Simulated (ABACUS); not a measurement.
# Mo (Im-3m) in ABACUS: further runs

Runs on Mo. Level: BP86. Tasks: equation of state.

Program: ABACUS 3.10.1. These are calculated values, not measurements. Logs are shortened: lines on timing, memory, paths and dates and some standing lists are left out, and cuts for length are marked.

## Step 1: Starting point

The structure is cubic, space group Im-3m (No. 229). Conventional cell: a = 3.168 Å, b = 3.168 Å, c = 3.168 Å, α = 90.00°, β = 90.00°, γ = 90.00°. Mo (site symmetry m-3m) has 8 Mo at 2.74 Å as nearest neighbours.

## Step 2: Equation of state, BP86, 14.94 Å³/atom (volume scaled by 0.94)

File INPUT:

```
INPUT_PARAMETERS
suffix              Mo
calculation         scf
basis_type          pw
pseudo_dir          ./
symmetry            1
dft_functional      GGA_X_B88+GGA_C_P86
ecutwfc             81
pseudo_rcut         10
nspin               1
nbands              11
ks_solver           dav
smearing_method     fd
smearing_sigma      0.00367493
scf_thr             1e-08
scf_nmax            100
mixing_type         broyden
mixing_beta         0.7
cal_force           1
cal_stress          1
kpar                4
```

File STRU:

```
ATOMIC_SPECIES
Mo 95.9500 Mo.upf

LATTICE_CONSTANT
1.8897261246

LATTICE_VECTORS
-1.5514772677 1.5514772677 1.5514772677
1.5514772677 -1.5514772677 1.5514772677
1.5514772677 1.5514772677 -1.5514772677

ATOMIC_POSITIONS
Cartesian

Mo
0.0
1
0.0000000000 0.0000000000 0.0000000000 1 1 1
```

File KPT:

```
K_POINTS
0
Gamma
10 10 10 0 0 0
```

Potentials or basis: PseudoDojo NC SR 0.4.1 PBE standard, plane waves.

Run with:

```
$ OMP_NUM_THREADS=1 mpirun -np 4 abacus > log
```

running log:

```text
ABACUS v3.10.1

               Atomic-orbital Based Ab-initio Computation at UStc

 ------------------------------------------------------------------------------------

 READING GENERAL INFORMATION
                           global_out_dir = OUT.Mo/
                           global_in_card = INPUT
                               pseudo_dir = ./
                              orbital_dir =
                                    DSIZE = 4
                                    GSIZE = 1

 READING UNITCELL INFORMATION
                                    ntype = 1
                  lattice constant (Bohr) = 1.88973
              lattice constant (Angstrom) = 1

 READING ATOM TYPE 1
                               atom label = Mo
                      L=0, number of zeta = 1
                      L=1, number of zeta = 1
                      L=2, number of zeta = 1
             number of atom for this type = 1

                        TOTAL ATOM NUMBER = 1
CARTESIAN COORDINATES ( UNIT =       1.889726124600 Bohr ).
    atom                   x                   y                   z     mag                  vx                  vy                  vz
tauc_Mo1            0.0000000000        0.0000000000        0.0000000000  0.0000        0.0000000000        0.0000000000        0.0000000000

                          Volume (Bohr^3) = 100.807
                             Volume (A^3) = 14.9381

 Lattice vectors: (Cartesian coordinate: in unit of a_0)
             -1.55148            +1.55148            +1.55148
             +1.55148            -1.55148            +1.55148
             +1.55148            +1.55148            -1.55148
 Reciprocal vectors: (Cartesian coordinate: in unit of 2 pi/a_0)
                   +0           +0.322273           +0.322273
            +0.322273                  +0           +0.322273
            +0.322273           +0.322273                  +0
 The esolver type has been set to : ksdft_pw

                PAO radial cut off (Bohr) = 10

 Read in pseudopotential file is Mo.upf
                     pseudopotential type = NC
          exchange-correlation functional = PBE
                 nonlocal core correction = 1
                        valence electrons = 14
                                     lmax = 2
                           number of zeta = 4
                     number of projectors = 6
                           L of projector = 0
                           L of projector = 0
                           L of projector = 1
                           L of projector = 1
                           L of projector = 2
                           L of projector = 2
 XC functional updated to : GGA_X_B88+GGA_C_P86
          exchange-correlation functional = GGA_X_B88+GGA_C_P86
     initial pseudo atomic orbital number = 10

 SETUP THE ELECTRONS NUMBER
[... 156 lines left out ...]

                                     npwx = 1254

 Make real space PAO into reciprocal space.
       max mesh points in Pseudopotential = 1001
     dq(describe PAO in reciprocal space) = 0.01
                                    max q = 1084

 number of pseudo atomic orbitals for Mo is 4
WARNING: norm of atomic wavefunction # 3 of atomic type Mo is 0.999963, renormalized
WARNING: norm of atomic wavefunction # 4 of atomic type Mo is 0.999469, renormalized

 -------------------------------------------
 SELF-CONSISTENT
 -------------------------------------------
                                 init_chg = atomic

 PW ALGORITHM --------------- ION=   1  ELEC=   1--------------------------------
 Notice: Threshold on eigenvalues was too large.
 hsover_error=0.14 > DRHO=0.109832
 Origin diag ethr = 0.01
 New diag ethr = 0.000784515

 Density error is 0.111320158249
                          Error Threshold = 0.000784514720174
----------------------------------------------------------
     Energy           Rydberg                 eV
----------------------------------------------------------
 E_KohnSham     -140.6428483072      -1913.5441199278
 E_Harris       -142.7984771471      -1942.8729549228
 E_Fermi        1.7199909341         23.4016772120
----------------------------------------------------------
[... 51 lines left out ...]
 Density error is 2.09350346387e-09
                          Error Threshold = 6.04485236567e-10
----------------------------------------------------------
     Energy           Rydberg                 eV
----------------------------------------------------------
 E_KohnSham     -140.6675759382      -1913.8805566078
 E_KS(sigma->0) -140.6673214271      -1913.8770938054
 E_Harris       -140.6678533887      -1913.8843315150
 E_band         -2.6433001783        -35.9639439492
 E_one_elec     -15.3340017757       -208.6297972917
 E_Hartree      17.1254307813        233.0034393298
 E_xc           -20.8142116112       -283.1918772906
 E_Ewald        -121.6442843102      -1655.0553957506
 E_entropy(-TS) -0.0005090224        -0.0069256047
 E_descf        0.0000000000         0.0000000000
 E_exx          0.0000000000         0.0000000000
 E_Fermi        1.6614842231         22.6056525719
----------------------------------------------------------

 charge density convergence is achieved
 final etot is -1913.8805566 eV
 EFERMI = 22.605652572 eV

 STATE ENERGY(eV) AND OCCUPATIONS    NSPIN == 1
 1/12 kpoint (Cartesian) = 0.0000 0.0000 0.0000 (1253 pws)
       1       -38.7786     0.00200000
       2       -11.9368     0.00200000
       3       -11.9368     0.00200000
       4       -11.9368     0.00200000
       5        15.1688     0.00200000
       6        21.0162     0.00200000
       7        21.0162     0.00200000
       8        21.0162     0.00200000
       9        24.2185    1.95860e-17
      10        24.2185    1.95860e-17
      11        37.5528        0.00000
[... 53 lines left out ...]
 6/12 kpoint (Cartesian) = 0.16114 0.16114 0.32227 (1248 pws)
       1       -38.4603      0.0120000
       2       -13.5550      0.0120000
       3       -12.4484      0.0120000
       4       -11.9523      0.0120000
       5        16.9051      0.0120000
       6        18.8573      0.0120000
       7        24.2691    4.27318e-17
       8        24.3828    4.39583e-18
       9        24.9336    7.22592e-23
      10        27.5453    1.49191e-45
      11        34.6992        0.00000

[... levels at 6 further k points ...]

------------------------------------------------------------------------------------------
 TOTAL-FORCE (eV/Angstrom)
------------------------------------------------------------------------------------------
                       Mo1         0.0000000000         0.0000000000         0.0000000000
------------------------------------------------------------------------------------------

----------------------------------------------------------------
 TOTAL-STRESS (KBAR)
----------------------------------------------------------------
       169.3392713792        -0.0000000000        -0.0000000000
        -0.0000000000       169.3392713792         0.0000000000
         0.0000000000         0.0000000000       169.3392713792
----------------------------------------------------------------
 TOTAL-PRESSURE: 169.339271 KBAR

 --------------------------------------------
 !FINAL_ETOT_IS -1913.8805566077994627 eV
 --------------------------------------------
```

stdout:

```text
ABACUS v3.10.1

               Atomic-orbital Based Ab-initio Computation at UStc

 dft_functional readin is: GGA_X_B88+GGA_C_P86
 dft_functional in pseudopot file is: PBE
 Please make sure this is what you need

[... 33 lines left out ...]
 DA6     -1.91388056e+03  -2.59539170e-07   2.0935e-09   0.30
----------------------------------------------------------------
 TOTAL-STRESS (KBAR)
----------------------------------------------------------------
       169.3392713792        -0.0000000000        -0.0000000000
        -0.0000000000       169.3392713792         0.0000000000
         0.0000000000         0.0000000000       169.3392713792
----------------------------------------------------------------
 TOTAL-PRESSURE: 169.339271 KBAR
```

It took 2.6 s on 4 MPI ranks of Intel Xeon Platinum 8559C (Emerald Rapids), shared host; peak memory 0.36 GiB.

Results:

| Property | Result |
| --- | --- |
| Free energy | -1913.8806 eV |
| Pressure | 16.9 GPa |
| Band gap on the k mesh | none (metal or under the smearing width) |

Caveat: the potentials were made for another functional, which shifts forces and pressure.

## Step 3: Equation of state, BP86, 15.57 Å³/atom (volume scaled by 0.98)

INPUT is that of step 2.

File STRU:

```
ATOMIC_SPECIES
Mo 95.9500 Mo.upf

LATTICE_CONSTANT
1.8897261246

LATTICE_VECTORS
-1.5731790612 1.5731790612 1.5731790612
1.5731790612 -1.5731790612 1.5731790612
1.5731790612 1.5731790612 -1.5731790612

ATOMIC_POSITIONS
Cartesian

Mo
0.0
1
0.0000000000 0.0000000000 0.0000000000 1 1 1
```

KPT is that of step 2.

Potentials or basis: PseudoDojo NC SR 0.4.1 PBE standard, plane waves.

Run with:

```
$ OMP_NUM_THREADS=1 mpirun -np 4 abacus > log
```

Wall time 2.7 s (4 MPI ranks of Intel Xeon Platinum 8559C (Emerald Rapids), shared host); peak memory 0.36 GiB.

Results (log left out):

- Free energy: -1913.9226 eV
- Pressure: 4.5 GPa
- Band gap on the k mesh: none (metal or under the smearing width)

Caveat: the potentials were made for another functional, which shifts forces and pressure.

## Step 4: Equation of state, BP86, 16.21 Å³/atom (volume scaled by 1.02)

INPUT is that of step 3.

File STRU:

```
ATOMIC_SPECIES
Mo 95.9500 Mo.upf

LATTICE_CONSTANT
1.8897261246

LATTICE_VECTORS
-1.5942980787 1.5942980787 1.5942980787
1.5942980787 -1.5942980787 1.5942980787
1.5942980787 1.5942980787 -1.5942980787

ATOMIC_POSITIONS
Cartesian

Mo
0.0
1
0.0000000000 0.0000000000 0.0000000000 1 1 1
```

KPT is that of step 3.

Run with:

```
$ OMP_NUM_THREADS=1 mpirun -np 4 abacus > log
```

Wall time 2.7 s (4 MPI ranks of Intel Xeon Platinum 8559C (Emerald Rapids), shared host); peak memory 0.36 GiB.

Results (log left out):

```yaml
Free_energy: -1913.9201 eV
Pressure: -5.5 GPa
Band_gap_on_the_k_mesh: none (metal or under the smearing width)
```

Caveat: the potentials were made for another functional, which shifts forces and pressure.

## Step 5: Equation of state, BP86, 16.85 Å³/atom (volume scaled by 1.06)

INPUT is that of step 4.

File STRU:

```
ATOMIC_SPECIES
Mo 95.9500 Mo.upf

LATTICE_CONSTANT
1.8897261246

LATTICE_VECTORS
-1.6148719360 1.6148719360 1.6148719360
1.6148719360 -1.6148719360 1.6148719360
1.6148719360 1.6148719360 -1.6148719360

ATOMIC_POSITIONS
Cartesian

Mo
0.0
1
0.0000000000 0.0000000000 0.0000000000 1 1 1
```

KPT is that of step 4.

Run with:

```
$ OMP_NUM_THREADS=1 mpirun -np 4 abacus > log
```

It took 1.8 s on 4 MPI ranks of Intel Xeon Platinum 8559C (Emerald Rapids), shared host; peak memory 0.36 GiB.

It converged, with:

```
Free energy            : -1913.8819 eV
Pressure               : -13.6 GPa
Band gap on the k mesh : none (metal or under the smearing width)
```

Caveat: the potentials were made for another functional, which shifts forces and pressure.

## Step 6: Equation of state, BP86

Potentials or basis: PseudoDojo NC SR 0.4.1 PBE standard, plane waves.

No new run: the results of the series are fitted here.

What came out:

- Equilibrium volume: 15.85 Å³/atom
- Bulk modulus: 254 GPa
- Pressure derivative of the bulk modulus: 4.5 (rough: it moves with the points fitted)

Energy against volume, from the lowest point:
```
volume (Å³/atom)  energy (meV/atom)
          14.938              42.07
          15.574               0.00
          16.209               2.49
          16.845              40.69
```

Caveat: the potentials were made for another functional, which shifts forces and pressure.
